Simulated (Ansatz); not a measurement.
Crystal: TiSe.

```
Se Ti
1.0
     4.17836    0.00000    0.00000
     0.00000    4.17836    0.00000
     0.00000    0.00000    5.98442
Se Ti
2 2
Direct
  0.00000 0.50000 0.76056
  0.50000 0.00000 0.23944
  0.00000 0.00000 0.00000
  0.50000 0.50000 0.00000
```

The cell comes from a database or a generator and needn't be the stable form of this composition.

```yaml
Program: Ansatz 0.2.0
Task: relaxation of cell and atoms
Functional: r2SCAN
Potentials_or_basis: Ansatz PAW
Cutoff: "500 eV (not typed: the program's choice for these potentials)"
k_mesh: 7 × 7 × 5
Occupations: fermi-dirac, width 0.05 eV
Spin: no spin polarisation
Hubbard_terms: Ti d U = 5 eV
```

At the start: volume 26.12 Å³/atom.

Problem. How do energy, volume and symmetry change on relaxing?

Solution. It ends after 14 steps and the volume is 23.65 Å³/atom (-9.4 %); space group P4/nmm (No. 129, to 0.05 Å).

Step by step:
```tsv
step	energy change (eV)	largest force (eV/Å)	volume (Å³)
1	0.0000	1.5169	104.48
2	-0.5712	0.2308	114.07
3	-0.6485	0.0500	123.87
4	-0.6602	0.0134	120.34
5	-0.6672	0.0326	118.47
6	-0.6803	0.0650	113.02
7	-0.6861	0.0780	109.17
8	-0.6895	0.0290	107.73
9	-0.6944	0.0519	103.98
10	-0.7006	0.1227	99.39
11	-0.7073	0.1025	93.46
12	-0.7098	0.0043	94.78
13	-0.7100	0.0006	94.61
14	-0.7111	0.0005	94.61
```

Final structure:
```
CELL_PARAMETERS angstrom
4.77258 0.00000 0.00000
0.00000 4.77258 0.00000
0.00000 0.00000 4.15377
ATOMIC_POSITIONS crystal
Se 0.00000 0.50000 0.67212
Se 0.50000 0.00000 0.32788
Ti 0.00000 0.00000 0.00000
Ti 0.50000 0.50000 0.00000
```

Caveat: the plane-wave basis is chosen anew once the cell has moved, so the energies of steps on either side of that aren't comparable; the PAW data sets come from PBE, with cores solved anew for the run's functional, which leaves a small shift of forces and pressure.
